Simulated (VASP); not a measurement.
SnO2: changing the strain (εxy = 0.5 s)

```xyz
3
Lattice="3.0233 0.0000 0.0000 0.0000 4.9647 0.0000 0.0000 0.0000 5.9770" Properties=species:S:1:pos:R:3 pbc="T T T"
Sn    1.5116    2.4823    0.0000
O     0.0000    2.4823    4.6364
O     0.0000    2.4823    1.3405
```

Measurements of this composition are mostly on another form, of space group No. 136.

Kept alike: task single point; functional PBE; k mesh 9 × 6 × 5; occupations fermi-dirac, width 0.05 eV; no spin polarisation. Program: VASP, PBE PAW files O, Sn_d, 520 eV. The mesh is that of the run's cell of 3 atoms. No spin-orbit coupling.

```csv
s,free energy over the lowest row (meV/atom)
-0.04,0.00
-0.02,0.08
-0.01,0.09
0,0.11
0.01,0.09
0.02,0.08
0.04,0.00
```

The cell shown is the unstrained one; x, y and z are its Cartesian axes; atoms keep their fractions.

The free energy is lowest at -0.04; 0.04, and 0.11 meV an atom higher at 0. The energy peaks at s = 0, so the cell is unstable against this strain in these runs.
